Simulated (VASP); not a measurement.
Set up this calculation in VASP 6.6.1, as the native input.

* Task: relaxation of cell and atoms
* Functional: PBE
* Potentials or basis: VASP PAW PBE potentials, release 64 (Na_pv, H)
* Cutoff: 600 eV
* k mesh: 4 × 4 × 4
* Occupations: gaussian, width 0.1 eV
* Spin: no spin polarisation
* Dipole correction: no
* Further INCAR settings: ALGO = Normal; EDIFF = 1e-07; IBRION = 2; EDIFFG = -0.04; NSW = 90; ISIF = 3

The structure of Na3H8 lies in POSCAR:

```
Na3H8
1.0
    0.0000000000      3.7473551000      3.7473551000
    3.7473551000      0.0000000000      3.7473551000
    3.7473551000      3.7473551000      0.0000000000
Na H
3 8
Direct
    0.2500000000      0.2500000000      0.2500000000
    0.7500000000      0.7500000000      0.7500000000
    0.0000000000      0.0000000000      0.0000000000
    0.3818439200      0.3818439200      0.3818439200
    0.3818439200      0.3818439200      0.8544682400
    0.3818439200      0.8544682400      0.3818439200
    0.8544682400      0.3818439200      0.3818439200
    0.6181560800      0.6181560800      0.1455317600
    0.6181560800      0.6181560800      0.6181560800
    0.6181560800      0.1455317600      0.6181560800
    0.1455317600      0.6181560800      0.6181560800
```

The cell was built by a generator and needn't be a form met in nature.

The cell isn't the ideal one: random cell by space group and Wyckoff sites (Fm-3m, No. 225).

The input as run:

INCAR

```
SYSTEM = Na3H8
PREC = Accurate
ENCUT = 600
EDIFF = 1E-7
ISMEAR = 0
SIGMA = 0.1
LREAL = .FALSE.
LASPH = .TRUE.
NELM = 100
ALGO = Normal
ISIF = 3
LWAVE = .FALSE.
LCHARG = .FALSE.
GGA = PE
IBRION = 2
NSW = 90
EDIFFG = -0.04
```

KPOINTS

```
Automatic mesh
0
G
  4 4 4
  0 0 0
```

Potentials or basis: VASP PAW PBE potentials, release 64 (Na_pv, H).

Command:

```console
$ cat potpaw_PBE.64/Na_pv/POTCAR potpaw_PBE.64/H/POTCAR > POTCAR
$ mpirun -np 1 vasp_std > vasp.out
```

Results of the run:

| Quantity | Value |
| --- | --- |
| Relaxed volume | 16.02 Å³/atom |
| Relaxed cell | a = 6.293 Å, b = 6.293 Å, c = 6.293 Å, α = 60.00°, β = 60.00°, γ = 60.00° |
| Space group after relaxing (to 0.05 Å) | Fm-3m (No. 225) |
| Energy gained by relaxing | 419.8 meV/atom |
| Ionic steps | 12 |
| Pressure after relaxing | 0.0 GPa |
| Largest force after relaxing | 0.014 eV/Å |
| Band gap on the k mesh | none (metal or under the smearing width) |

Caveat: the k mesh is coarse (spacing up to 0.36 Å⁻¹), so the values aren't converged; the volume moved by over 15 % at a fixed basis, so the end points are rough.

Wall time 2.5 min on 1 thread of Intel(R) Xeon(R) Platinum 8488C (Sapphire Rapids), on a shared host, peak memory 0.25 GiB.
